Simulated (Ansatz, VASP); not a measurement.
## One calculation of Cu, two programs

```
Cu
1.0
     2.49985    0.00000    0.00000
    -1.24992    2.16493    0.00000
     0.00000    0.00000    4.05699
Cu
2
Direct
  0.33333 0.66667 0.25000
  0.66667 0.33333 0.75000
```

This isn't the form of Cu at room conditions, which is fcc.

Alike in both runs: task single point; functional r2SCAN; k mesh 13 × 13 × 7; no spin polarisation.

|  | VASP | Ansatz |
| --- | --- | --- |
| version | VASP 6.6.1 | Ansatz 0.2.0 |
| potentials or method | VASP PAW PBE potentials, release 64 (Cu) | plane waves, PAW |
| plane-wave cutoff (eV) | 520 | 571 |
| occupations | methfessel-paxton of order 1, width 0.05 eV | cold, width 0.05 eV |
| valence electrons in the cell | 22 | 38 |

```tsv
	VASP	Ansatz	Ansatz less VASP
pressure (GPa)	8.1	7.4	-0.72
largest component of the traceless stress (GPa)	2.66	2.78	+0.120
```

The two sets of potentials don't hold the same shells in valence.

Caveats: the PAW data sets were made with another functional, which shifts forces and pressure a little (VASP).
